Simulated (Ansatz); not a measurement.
## From the elastic tensor of BP at 8 GPa (stress–strain coefficients) to moduli and sound speeds

All numbers below come from DFT PBEsol, scalar-relativistic, plane waves, PAW (Ansatz 0.2.0). Plane waves to 420 eV; Γ-centred k mesh 10×10×10; fixed occupations. No spin polarisation.

Symmetry: F-43m, No. 216, cubic system. Conventional cell: a = 4.455 Å, b = 4.455 Å, c = 4.455 Å, α = 90.00°, β = 90.00°, γ = 90.00°. Around B (site symmetry -43m) lie 4 P at 1.93 Å. P (site symmetry -43m) has 4 B at 1.93 Å as nearest neighbours.

Relaxed-ion constants (GPa, on the Cartesian axes of the calculation):
C11 = 381.6, C12 = 107.5, C13 = 107.5, C22 = 381.6, C23 = 107.5, C33 = 381.6, C44 = 201.9, C55 = 201.9, C66 = 201.9 GPa; the others vanish.

Density 3.139 g/cm³; 2 atoms in 22.11 Å³.

The values that follow are for a polycrystal of randomly turned grains, by Hill's mean where one number stands.

With S = C⁻¹: B_V = (C11+C22+C33+2(C12+C13+C23))/9, G_V = (C11+C22+C33−C12−C13−C23+3(C44+C55+C66))/15, 1/B_R = S11+S22+S33+2(S12+S13+S23), 15/G_R = 4(S11+S22+S33−S12−S13−S23)+3(S44+S55+S66); Hill is their mean. Then v_l = √((B+4G/3)/ρ), v_t = √(G/ρ), v_m = [(2/v_t³+1/v_l³)/3]^(−1/3) and Θ = (ħ/k_B)·v_m·(6π²n/V)^(1/3) for n atoms in the volume V; E = 9BG/(3B+G), ν = (3B−2G)/(2(3B+G)) and A^U = 5G_V/G_R + B_V/B_R − 6.

| Item | Value |
| --- | --- |
| Bulk modulus, Voigt / Reuss / Hill | 198.9 / 198.9 / 198.9 GPa |
| Shear modulus, Voigt / Reuss / Hill | 175.9 / 169.7 / 172.8 GPa |
| Young's modulus | 402 GPa |
| Poisson ratio | 0.163 |
| Pugh ratio B/G | 1.15 |
| Universal anisotropy index | 0.18 |
| Longitudinal and transverse sound speeds | 11696 and 7421 m/s |
| Debye temperature from the mean sound speed | 1091 K |

Cost: 1 run of about 0.5 core-minutes, on AMD EPYC 7R43 (Zen 3) (shared hosts).

At this pressure BP is a stiff crystal that resists shear almost as strongly as compression, as its low Poisson ratio of 0.163 also shows. The reason is the directional sp³ network: boron and phosphorus differ little in electronegativity, so the bonds are largely covalent and changes in bond angle cost much energy. C44 lies well above C12, contrary to what central forces alone would give.

The remaining anisotropy follows from the tetrahedral geometry. A tetragonal shear, governed by C11 − C12, leaves the bond lengths unchanged to first order and mainly bends angles, whereas the shear measured by C44 also stretches bonds, even after the sublattices relax. The crystal is therefore stiffest in tension along the ⟨111⟩ bond directions and softest along ⟨100⟩. Strong bonds and light atoms together account for the fast sound and the high Debye temperature.

The constants satisfy the cubic conditions for stability against homogeneous strain at this pressure, but they don't test stability against short-wavelength phonons or a transition to another phase.
